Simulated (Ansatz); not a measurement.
# Ge: relaxation of cell and atoms with PBE+D3(BJ)

Ge:

```
Ge
1.0
     0.00000    2.82891    2.82891
     2.82891    0.00000    2.82891
     2.82891    2.82891    0.00000
Ge
2
Direct
  0.25000 0.25000 0.25000
  0.00000 0.00000 0.00000
```

The cell isn't the ideal one: the cell as VASP's run set it.

```yaml
Program: Ansatz 0.2.0
Task: relaxation of cell and atoms
Functional: PBE
Dispersion: D3(BJ)
Potentials_or_basis: all-electron LAPW, relativistic spinors
Basis_error_allowed: 0.001 eV/atom
k_mesh: 6 × 6 × 6
Occupations: gaussian, width 0.1 eV
Spin: spin-orbit coupling, no magnetisation
```

The relaxed volume is 23.19 Å³/atom and the relaxed cell is a = 4.033 Å, b = 4.033 Å, c = 4.033 Å, α = 60.00°, β = 60.00°, γ = 60.00°. The space group after relaxing (to 0.05 Å) is Fd-3m (No. 227), the energy gained by relaxing is 2.7 meV/atom and the ionic steps are 4. The pressure after relaxing is 0.0 GPa.

Step by step:
```
step  energy change (eV)  largest force (eV/Å)  volume (Å³)
   1              0.0000                0.0000        45.28
   2             -0.0050                0.0000        46.12
   3             -0.0053                0.0000        46.38
   4             -0.0053                0.0000        46.38
```

Final structure:
```cif
data_structure
_symmetry_space_group_name_H-M 'P 1'
_symmetry_Int_Tables_number 1
_cell_length_a 4.0330
_cell_length_b 4.0330
_cell_length_c 4.0330
_cell_angle_alpha 60.000
_cell_angle_beta 60.000
_cell_angle_gamma 60.000
_cell_volume 46.38
loop_
_atom_site_label
_atom_site_type_symbol
_atom_site_fract_x
_atom_site_fract_y
_atom_site_fract_z
_atom_site_occupancy
Ge1 Ge 0.25000 0.25000 0.25000 1
Ge2 Ge 0.00000 0.00000 0.00000 1
```

It took 110 s on 1 thread of Intel(R) Xeon(R) Processor @ 2.70GHz (shared host), peak memory 0.45 GiB.

Caveat: the k mesh is thin for a metal, which can move the energy by tens of meV per atom. Zero-point motion and thermal expansion aren't in these numbers.
